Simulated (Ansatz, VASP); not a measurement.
**B: VASP beside Ansatz**

The input INCAR:

```
SYSTEM = B
ALGO = Normal ; EDIFF = 1E-6
ENCUT = 520 ; GGA = PE
ISIF = 2 ; ISMEAR = -1
LASPH = .True. ; LCHARG = .False.
LREAL = .False. ; LWAVE = .False.
NBANDS = 8 ; NELM = 100
PREC = Accurate ; SIGMA = 0.05
```

File KPOINTS:

```
k-points
0
Gamma
  24 24 24
  0 0 0
```

POSCAR

```
B
1.0
    0.0000000000      1.3077880083      1.3077880083
    1.3077880083      0.0000000000      1.3077880083
    1.3077880083      1.3077880083      0.0000000000
B
1
Direct
    0.0000000000      0.0000000000      0.0000000000
```

Input for Ansatz:

```yaml
crystal:
  lattice:
    - [0.0, 1.3077880083, 1.3077880083]
    - [1.3077880083, 0.0, 1.3077880083]
    - [1.3077880083, 1.3077880083, 0.0]
  atoms:
    - { symbol: B, position: [0.0, 0.0, 0.0] }
kpoints:
  mp_grid: { grid: [24, 24, 24] }
scf:
  occupations: { method: fermi_dirac, width: 0.05 }
hamiltonian:
  xc: pbe
  pseudopotentials: { kind: all_electron, lapw: { basis_error: 0.001 } }
output:
  forces: true
  stress: true
  eigenvalues: true
  populations: true
```

Change from the starting cell: volume scaled by 0.76, LAPW.

Alike in both runs: task single point; functional PBE; k mesh 24 × 24 × 24; occupations fermi-dirac, width 0.05 eV; no spin polarisation.

|  | VASP | Ansatz |
| --- | --- | --- |
| version | VASP 6.6.1 | Ansatz 0.2.0 |
| potentials or method | VASP PAW PBE potentials, release 64 (B) | all-electron LAPW, scalar-relativistic |
| plane-wave cutoff (eV) | 520 | see its input |

Ansatz gave:

| Quantity | Value |
| --- | --- |
| pressure (GPa) | 123.3 |

Task: Estimate VASP's values.

Result: Pressure (GPa): 123.4.

Ansatz ran all-electron here, so the differences hold the error of VASP's frozen core and of both bases.

Caveats: the cell as given lies far from equilibrium; so large a pressure means that the cell lies far from this level's equilibrium, or that cutoff or potentials fall short (VASP).
